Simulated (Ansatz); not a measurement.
# Lattice dynamics of BeZn2P2 (built on the sites of a database entry of CaZn2P2)

Wanted: phonon frequencies of BeZn2P2 (built on the sites of a database entry of CaZn2P2) and what follows from them.

Calculated with Ansatz 0.2.0; DFT PBEsol, scalar-relativistic, plane waves, PAW.

The structure was built from a prototype and need not be the compound's stable phase.

## 1. The starting structure

Symmetry: P-3m1, No. 164, trigonal system. Conventional cell: a = 3.530 Å, b = 3.530 Å, c = 5.976 Å, α = 90.00°, β = 90.00°, γ = 120.00°. Nearest to Be lie 6 P at 2.56 Å. Nearest to Zn lie 4 P at 2.14 to 2.22 Å. P has 4 Zn at 2.14 to 2.22 Å and 3 Be at 2.56 Å nearest. Farther neighbours are not listed.

Structure file:

```cif
data_structure
_symmetry_space_group_name_H-M 'P-3m1'
_symmetry_Int_Tables_number 164
_cell_length_a 3.5300
_cell_length_b 3.5300
_cell_length_c 5.9761
_cell_angle_alpha 90.000
_cell_angle_beta 90.000
_cell_angle_gamma 120.000
_cell_volume 64.49
loop_
_atom_site_label
_atom_site_type_symbol
_atom_site_symmetry_multiplicity
_atom_site_Wyckoff_symbol
_atom_site_fract_x
_atom_site_fract_y
_atom_site_fract_z
_atom_site_occupancy
Be1 Be 1 a 0.00000 0.00000 0.00000 1
Zn1 Zn 2 d 0.33333 0.66667 0.63180 1
P1 P 2 d 0.33333 0.66667 0.26060 1
```

## 2. Coarse relaxation

The start is far from rest, so a relaxation with loose tolerances brings it close first.

The input, input.yaml:

```yaml
crystal:
  lattice:
    - [3.53005, 0.0, 0.0]
    - [-1.76502, 3.05711, 0.0]
    - [0.0, 0.0, 5.97608]
  atoms:
    - { symbol: Be, position: [0.0, 0.0, 0.0] }
    - { symbol: Zn, position: [0.3333333333, 0.6666666667, 0.6318] }
    - { symbol: Zn, position: [0.6666666667, 0.3333333333, 0.3682] }
    - { symbol: P, position: [0.3333333333, 0.6666666667, 0.2606] }
    - { symbol: P, position: [0.6666666667, 0.3333333333, 0.7394] }
kpoints:
  mp_grid: { grid: [6, 6, 4] }
hamiltonian:
  xc: pbesol
scf:
  occupations: { method: gaussian, width: 0.1 }
output:
  forces: true
  stress: true
  eigenvalues: true
relax:
  adjacent_minimum: "off"
  f_tol: 0.05
  max_steps: 80
  cell: { stress_tol: 0.5 }
```

The run is started by

```console
$ ansatz run input.yaml --threads 8 --pin off --max-ram 14336MiB --backend cpu --events-out ev --progress --plain --runs-dir out
```

Numbers of over 12 decimals in the logs are rounded to 6 here.

Log:

```text
The last accepted step is kept in <dir> (removed where the run ends without a failure and the disk answers)
Engine: ansatz 0.2.0, x86_64-unknown-linux-gnu
Pseudopotentials: kind: paw
Pseudopotential: Be, paw, valence charge 2, recommended cutoff 420 eV (normal), Be.paw.azcp
Pseudopotential: Zn, paw, valence charge 12, recommended cutoff 420 eV (normal), Zn.paw.azcp
[...]
cell:  # Å, volume = 73.5972 Å³
    - [3.736778, -3.055807913224087e-6, 0]
    - [-1.868386, 3.236146, 0]
    - [0, 0, 6.086057]
  atoms:
    - { symbol: Be, position: [0, 0, 0] }
    - { symbol: Zn, position: [0.333333, 0.666667, 0.623752] }
    - { symbol: Zn, position: [0.666667, 0.333333, 0.376248] }
    - { symbol: P, position: [0.333333, 0.666667, 0.206601] }
    - { symbol: P, position: [0.666667, 0.333333, 0.793399] }
[key lines of the parts left out:]
SCF converged after 6 iterations
Free energy (F): -8132.056727 eV
Fermi energy:    9.301584 eV
P = ⅓ Tr σ = -0.2822 GPa (-2.822 kbar)
```

Elapsed: 2.9 s, on 8 threads of Intel Xeon Platinum 8488C (Sapphire Rapids), shared host; peak memory 0.5 GiB; 16 s of CPU time.

Step by step:

| step | energy less that of the first step (eV) | largest force component (eV/Å) | pressure (GPa) | volume (Å³) |
| --- | --- | --- | --- | --- |
| 1 | 0.0000 | 5.3007 | 34.69 | 64.49 |
| 2 | -1.7501 | 1.9192 | 15.64 | 67.00 |
| 3 | -2.2647 | 0.7741 | 3.33 | 72.23 |
| 4 | -2.3414 | 0.1833 | -0.25 | 73.78 |
| 5 | -2.3465 | 0.0297 | -0.37 | 73.60 |
| 6* | -2.3550 | 0.0252 | -0.28 | 73.60 |

Relaxation steps marked * repeat the geometry before them on a plane-wave basis chosen anew for their cell, so energy and pressure can jump there.

Forces are held to the 12 operations that the run works with; a distortion that breaks them can't arise in this run.

| conventional cell, symmetrised | before | after | change |
| --- | --- | --- | --- |
| a (Å) | 3.530 | 3.737 | +5.9 % |
| b (Å) | 3.530 | 3.737 | +5.9 % |
| c (Å) | 5.976 | 6.086 | +1.8 % |
| volume (Å³/atom) | 12.90 | 14.72 | +14.1 % |

The atoms that moved most (Å, as changes of fractional coordinates times the final cell):

| atom | dx | dy | dz | length |
| --- | --- | --- | --- | --- |
| P4 | 0.000 | 0.000 | -0.329 | 0.329 |
| P5 | 0.000 | 0.000 | 0.329 | 0.329 |
| Zn2 | 0.000 | 0.000 | -0.049 | 0.049 |
| Zn3 | 0.000 | 0.000 | 0.049 | 0.049 |

Final coordinates:

```xyz
5
Lattice="3.7368 0.0000 0.0000 -1.8684 3.2361 0.0000 0.0000 0.0000 6.0861" Properties=species:S:1:pos:R:3 pbc="T T T"
Be    0.0000    0.0000    0.0000
Zn    0.0000    2.1574    3.7962
Zn    1.8684    1.0787    2.2899
P     0.0000    2.1574    1.2574
P     1.8684    1.0787    4.8287
```

Numbers from this step:

* pressure: -0.2822 GPa
* volume per atom: 14.72 Å³
* gap on the k-mesh: 0 eV

In this step the volume went from 12.90 to 14.72 Å³/atom.

## 3. Bringing the structure to rest

The cell and atoms are relaxed, since residual forces and stress would shift the frequencies.

The input, input.yaml:

```yaml
crystal:
  lattice:
    - [3.736778191, -3.0558e-06, 0.0]
    - [-1.8683864491, 3.2361463696, 0.0]
    - [0.0, 0.0, 6.0860567513]
  atoms:
    - { symbol: Be, position: [0.0, 0.0, 0.0] }
    - { symbol: Zn, position: [0.3333333333, 0.6666666667, 0.623751845] }
    - { symbol: Zn, position: [0.6666666667, 0.3333333333, 0.376248155] }
    - { symbol: P, position: [0.3333333333, 0.6666666667, 0.2066014693] }
    - { symbol: P, position: [0.6666666667, 0.3333333333, 0.7933985307] }
kpoints:
  mp_grid: { grid: [12, 12, 6] }
hamiltonian:
  xc: pbesol
scf:
  occupations: { method: gaussian, width: 0.1 }
output:
  forces: true
  stress: true
  eigenvalues: true
relax:
  adjacent_minimum: "off"
  f_tol: 0.005
  max_steps: 80
  cell: { stress_tol: 0.05 }
```

Log:

```text
[...]
Crystal: 5 atoms, lattice volume = 73.597 Å³
Basis set: ecut = 420 eV, 1437 PW (Γ), exchange–correlation on 50×50×90 points (8 copies of the dense FFT grid, shifted against one another)
Bands: 23, of which v1, the nominal top of the filled ones, is band 18 counted from 1 (17 counted from 0)
Symmetry: 12 space group operations
[...]
k-points: 100 of 864
[...]
cell:  # Å, volume = 73.4379 Å³
    - [3.731820, -3.0517448761342264e-6, 0]
    - [-1.865907, 3.231852, -1.158234668436997e-19]
    - [0, -1.6336773208097726e-19, 6.089035]
  atoms:
    - { symbol: Be, position: [0, 0, 0] }
    - { symbol: Zn, position: [0.333333, 0.666667, 0.624027] }
    - { symbol: Zn, position: [0.666667, 0.333333, 0.375973] }
    - { symbol: P, position: [0.333333, 0.666667, 0.206918] }
    - { symbol: P, position: [0.666667, 0.333333, 0.793082] }
[key lines of the parts left out:]
SCF converged after 5 iterations
Free energy (F): -8132.091148 eV
Fermi energy:    9.385000 eV
P = ⅓ Tr σ = -0.0004 GPa (-0.004 kbar)
```

Elapsed: 8.3 s, on 8 threads; peak memory 0.62 GiB.

Relaxation path:

| step | energy less that of the first step (eV) | largest force component (eV/Å) | pressure (GPa) | volume (Å³) |
| --- | --- | --- | --- | --- |
| 1 | 0.0000 | 0.0258 | -0.25 | 73.60 |
| 2 | -0.0002 | 0.0173 | -0.13 | 73.53 |
| 3 | -0.0004 | 0.0081 | 0.02 | 73.41 |
| 4 | -0.0004 | 0.0060 | 0.02 | 73.42 |
| 5 | -0.0004 | 0.0059 | -0.02 | 73.44 |
| 6 | -0.0004 | 0.0000 | 0.00 | 73.44 |
| 7* | -0.0003 | 0.0000 | 0.00 | 73.44 |

Relaxation steps marked * repeat the geometry before them on a plane-wave basis chosen anew for their cell, so energy and pressure can jump there.

Forces are held to the 12 operations that the run works with; a distortion that breaks them can't arise in this run.

| conventional cell, symmetrised | before | after | change |
| --- | --- | --- | --- |
| a (Å) | 3.737 | 3.732 | -0.1 % |
| b (Å) | 3.737 | 3.732 | -0.1 % |
| c (Å) | 6.086 | 6.089 | +0.0 % |
| volume (Å³/atom) | 14.72 | 14.69 | -0.2 % |

The relaxed structure:

```xyz
5
Lattice="3.7318 0.0000 0.0000 -1.8659 3.2319 0.0000 0.0000 0.0000 6.0890" Properties=species:S:1:pos:R:3 pbc="T T T"
Be    0.0000    0.0000    0.0000
Zn    0.0000    2.1546    3.7997
Zn    1.8659    1.0773    2.2893
P     0.0000    2.1546    1.2599
P     1.8659    1.0773    4.8291
```

This step gave:

- pressure: -3.95e-4 GPa
- volume per atom: 14.69 Å³

In this step the volume went from 14.72 to 14.69 Å³/atom.

## 4. Tight relaxation

Phonons need a cell at rest on their own settings, so the relaxation is repeated with tight tolerances on forces and stress on the k mesh and occupations of the first response run.

The input, input.yaml:

```yaml
crystal:
  lattice:
    - [3.7318196942, -3.0517e-06, 0.0]
    - [-1.8659072042, 3.2318521834, 0.0]
    - [0.0, 0.0, 6.0890352389]
  atoms:
    - { symbol: Be, position: [0.0, 0.0, 0.0] }
    - { symbol: Zn, position: [0.3333333333, 0.6666666667, 0.6240272441] }
    - { symbol: Zn, position: [0.6666666667, 0.3333333333, 0.3759727559] }
    - { symbol: P, position: [0.3333333333, 0.6666666667, 0.2069176309] }
    - { symbol: P, position: [0.6666666667, 0.3333333333, 0.7930823691] }
kpoints:
  mp_grid: { grid: [12, 12, 6] }
hamiltonian:
  xc: pbesol
scf:
  occupations: { method: methfessel_paxton, width: 0.2 }
output:
  forces: true
  stress: true
  eigenvalues: true
relax:
  adjacent_minimum: "off"
  f_tol: 0.001
  max_steps: 60
  cell: { stress_tol: 0.01 }
```

Log:

```text
[...]
Crystal: 5 atoms, lattice volume = 73.438 Å³
Basis set: ecut = 420 eV, 1437 PW (Γ), exchange–correlation on 50×50×90 points (8 copies of the dense FFT grid, shifted against one another)
Bands: 23, of which v1, the nominal top of the filled ones, is band 18 counted from 1 (17 counted from 0)
Symmetry: 12 space group operations
[...]
k-points: 100 of 864
[...]
cell:  # Å, volume = 73.4239 Å³
    - [3.731617, -3.051563360531061e-6, 0]
    - [-1.865806, 3.231677, 0]
    - [0, 0, 6.088534]
  atoms:
    - { symbol: Be, position: [0, 0, 0] }
    - { symbol: Zn, position: [0.333333, 0.666667, 0.624010] }
    - { symbol: Zn, position: [0.666667, 0.333333, 0.375990] }
    - { symbol: P, position: [0.333333, 0.666667, 0.206934] }
    - { symbol: P, position: [0.666667, 0.333333, 0.793066] }
[key lines of the parts left out:]
SCF converged after 6 iterations
Free energy (F): -8132.089416 eV
Fermi energy:    9.385720 eV
P = ⅓ Tr σ = 0.0038 GPa (0.038 kbar)
```

Wall time 4.8 s (8 threads); peak memory 0.58 GiB.

Little changed from the start: no atom moved by 0.005 Å and no cell edge by 0.1 %.

Numbers from this step:

```
pressure        : 0.003791 GPa
volume per atom : 14.68 Å³
```

The largest force component left is 0.33 meV/Å and the pressure is 0.004 GPa, within the tolerances set. The cell now holds 14.68 Å³/atom.

## 5. Modes at Γ

The zone centre comes first: it holds the modes that light can see, as far as symmetry allows. No field response is asked, since the mesh shows no gap.

The input, input.yaml:

```yaml
crystal:
  lattice:
    - [3.731617109, -3.0516e-06, 0.0]
    - [-1.8658059118, 3.2316767394, 0.0]
    - [0.0, 0.0, 6.088534036]
  atoms:
    - { symbol: Be, position: [0.0, 0.0, 0.0] }
    - { symbol: Zn, position: [0.3333333333, 0.6666666667, 0.6240103121] }
    - { symbol: Zn, position: [0.6666666667, 0.3333333333, 0.3759896879] }
    - { symbol: P, position: [0.3333333333, 0.6666666667, 0.2069338201] }
    - { symbol: P, position: [0.6666666667, 0.3333333333, 0.7930661799] }
kpoints:
  mp_grid: { grid: [12, 12, 6] }
hamiltonian:
  xc: pbesol
scf:
  occupations: { method: methfessel_paxton, width: 0.2 }
output:
  eigenvalues: true
phonons:
  method: dfpt
```

Log:

```text
[...]
Crystal: 5 atoms, lattice volume = 73.424 Å³
Basis set: ecut = 420 eV, 1437 PW (Γ), exchange–correlation on 50×50×90 points (8 copies of the dense FFT grid, shifted against one another)
Bands: 23, of which v1, the nominal top of the filled ones, is band 18 counted from 1 (17 counted from 0)
Symmetry: 12 space group operations
k-points: 242 of 864 (irreducible under 2 space group operations, time reversal used)
[...]
SCF iter   1: F=—  HF=-8132.092531 eV  |F-HF|=—  |Δ(HF+E_count)|=         —  Δρ=4.07e-3  dr2=1.05e-2  ethr=1.77e-3  ⟨swp⟩=6.2  Hψ=30013  notcnv=0
[...]
SCF iter  11: F=-8132.089416 eV  HF=-8132.089416 eV  |F-HF|=9.09e-13  |Δ(HF+E_count)|=  1.82e-12  S|Δr|=    0.00e0  Δρ=4.21e-8  dr2=1.42e-12  ethr=1.00e-12  ⟨swp⟩=9.2  Hψ=30279  notcnv=0
SCF 1 converged in 11 iterations: F = -8132.089416 eV  dr2 = 1.42e-12
[...]
DFPT response loops at Γ: preconditioner auto → Kerker (q_TF=auto, 2.423 Å⁻¹) (partly filled bands, converged f_vac=0.000); β = 1.00, the filter's whole step (`scf.mixing.beta` (0.50) is not read by the response loops under this deck's `scf.mixing.preconditioner`; to damp them name `kerker` or `kerker_dos`, under which they read `scf.mixing.beta`, and type it under 1.00, their step now; both keys bind the ground state too); Broyden in place of MSR1
SCF converged after 11 iterations
[...]
Free energy (F): -8132.089416 eV
[...]
Internal energy: -8132.089877 eV  (E = F + TS)
E sigma→0 (E₀):  -8132.089531 eV
Entropy (-TS):   0.000461 eV (0.092 meV/atom)
Fermi energy:    9.385720 eV
[...]
--- Band table (eV; the first three rows and the last of 242) ---
  k-point 0: bands = [... 14 lower, 8.4613, 9.1099, 9.1099, 9.5089, 11.1731, 11.2268, 12.5741, 12.5741, ... 1 higher]
  k-point 1: bands = [... 14 lower, 8.5202, 8.5840, 9.1070, 9.1070, 11.1424, 11.9942, 12.2210, 12.2210, ... 1 higher]
  k-point 2: bands = [... 14 lower, 8.6611, 8.6611, 9.0875, 9.0875, 11.2873, 11.7065, 11.7065, 12.3300, ... 1 higher]
  k-point 241: bands = [... 14 lower, 5.0462, 5.3394, 7.4562, 7.6400, 11.0272, 11.3611, 12.5530, 13.1581, ... 1 higher]
--- Phonons (Γ-DFPT): 6 representative perturbations + reference, on 242 of 864 k-points (Σ response iterations 22) ---
  k mesh reduced under 2 symmetry operations, with k and −k counted as one. Each operation leaves every solved perturbation unchanged. A smaller set is not used because it would not reduce the number of displacements times k-points to solve
  ASR residual: 1.053e-4 → 0.000e0 eV/Å²; symmetrization residual: 1.633e-4 eV/Å²
  ASR residual per site (eV/Å²): 1.05e-4 9.95e-6 9.95e-6 1.70e-5 1.70e-5
  Γ frequencies (cm⁻¹): -153.88 -153.88 0.00 0.00 0.00 92.89 92.89 106.98 162.90 220.71 220.71 225.79 225.79 285.65 294.72
  non-analytic LO–TO correction: not included (Born effective charges unavailable; polar crystals: no LO–TO splitting at Γ)
```

The job ended after 32 s (8 threads; peak memory 1.8 GiB; 3.5 min of CPU time).

Reading the cycles: dr2 is the Hartree energy of the density residual (eV), the measure of convergence; HF is the Harris–Foulkes estimate of the energy, which meets the free energy F at convergence.

Numbers from this step:

```yaml
sum_rule_residual_before_enforcement: 1.05e-4 eV/Å²
point_group: -3m
highest_optical_mode_at_the_zone_centre_no_lo_to_term: 294.7 cm⁻¹
lowest_optical_zone_centre_mode: -153.9 cm⁻¹
```

Patterns of degenerate modes are one choice out of their space. Modes at Γ, with each element's share of the kinetic energy (negative means imaginary):

| mode | frequency (cm⁻¹) | symmetry | Be % | Zn % | P % |
| --- | --- | --- | --- | --- | --- |
| 1 | -153.9 | Eu | 89 | 0 | 11 |
| 2 | -153.9 | Eu | 89 | 0 | 11 |
| 3 | 0.0 | acoustic | 4 | 65 | 31 |
| 4 | 0.0 | acoustic | 4 | 65 | 31 |
| 5 | 0.0 | acoustic | 4 | 65 | 31 |
| 6 | 92.9 | Eg | 0 | 47 | 53 |
| 7 | 92.9 | Eg | 0 | 47 | 53 |
| 8 | 107.0 | A2u | 35 | 12 | 53 |
| 9 | 162.9 | A1g | 0 | 100 | 0 |
| 10 | 220.7 | Eg | 0 | 53 | 47 |
| 11 | 220.7 | Eg | 0 | 53 | 47 |
| 12 | 225.8 | Eu | 6 | 35 | 59 |
| 13 | 225.8 | Eu | 6 | 35 | 59 |
| 14 | 285.6 | A1g | 0 | 0 | 100 |
| 15 | 294.7 | A2u | 60 | 23 | 16 |

Displacements in mode 1 (-153.9 cm⁻¹), the largest set to 1:
```
Be1  0.06  1.00  0.00
Zn2  0.00 -0.01  0.00
Zn3  0.00 -0.01  0.00
P4  -0.01 -0.13  0.00
P5  -0.01 -0.13  0.00
```

Displacements in mode 8 (107.0 cm⁻¹), the largest set to 1:
```
Be1  0.00  0.00  1.00
Zn2  0.00  0.00  0.15
Zn3  0.00  0.00  0.15
P4   0.00  0.00 -0.47
P5   0.00  0.00 -0.47
```

Before it was imposed, the acoustic sum rule was missed by 1.1e-4 eV/Å². Small misses are needed for a sound result but don't prove that mesh and cutoff are converged. The lowest optical mode is imaginary, 153.9i cm⁻¹, so the energy falls along it.

(Continued in part 2 of 2.)

[Logs are printed without paths, hosts, clocks, repeated set-up lines and the standing remarks that a program may print on its own settings, such as how far it seeks lower states.]

[Hosts, paths, dates, database ids (printed as entryN), source tags and the programs' standing remarks are cut or masked in the printed files.]
